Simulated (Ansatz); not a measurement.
# RbBr: the cell at several levels of theory

An exercise on one series of results from a longer session: the logs are not shown, and one member is left open.

Code: Ansatz 0.2.0. PAW datasets, plane waves, zero pressure. Computed at 0 K without zero-point motion; spin polarisation is off.

### The system as given

The symmetry is Pm-3m (No. 221, cubic); conventional cell a = 4.126 Å, 35.12 Å³ an atom. Rb has 8 Br at 3.57 Å; Br has 8 Rb at 3.57 Å.

The structure in full:

```xyz
2
Lattice="4.1261 0.0000 0.0000 0.0000 4.1261 0.0000 0.0000 0.0000 4.1261" Properties=species:S:1:pos:R:3 pbc="T T T"
Rb    0.0000    0.0000    0.0000
Br    2.0630    2.0630    2.0630
```

The first run:

Input file input.yaml:

```yaml
crystal:
  lattice:
    - [4.1260773, 0.0, 0.0]
    - [0.0, 4.1260773, 0.0]
    - [0.0, 0.0, 4.1260773]
  atoms:
    - { symbol: Rb, position: [0.0, 0.0, 0.0] }
    - { symbol: Br, position: [0.5, 0.5, 0.5] }
kpoints:
  mp_grid: { grid: [6, 6, 6] }
hamiltonian:
  xc: pbe
scf:
  occupations: { method: fermi_dirac, width: 0.02 }
relax:
  f_tol: 0.005
  cell: {}
```

Started as:

```bash
ansatz run input.yaml --threads 2 --pin off --max-ram 2211MiB --backend cpu --events-out ev --progress --plain --runs-dir out
```

Steps of the session up to this table: Relaxation with PBE; Relaxation with r2SCAN; PBEsol: cell and atoms; LDA: cell and atoms; Relaxing with HSE06.

One table of the session follows, with a row left open; its other results are not shown here.

```
 level  a (Å)  volume (Å³/atom)
   PBE  4.193            36.857
r2SCAN  4.124            35.076
PBEsol  4.075            33.830
   LDA      ?                 ?
 HSE06  4.164            36.111
```

**Question.** Estimate the row for LDA.

**Answer.** a (Å): 3.968; volume (Å³/atom): 31.229. In the column «a (Å)» it is the lowest.

From the start to the first minimum the volume moved by +4.9 %. The volume runs from LDA (least) to PBE (most), a spread of 18.0 %, or 5.7 % in length if all axes shared it alike. The meshes differ: PBE 6×6×6, r2SCAN 6×6×6, PBEsol 6×6×6, LDA 6×6×6, HSE06 4×4×4.
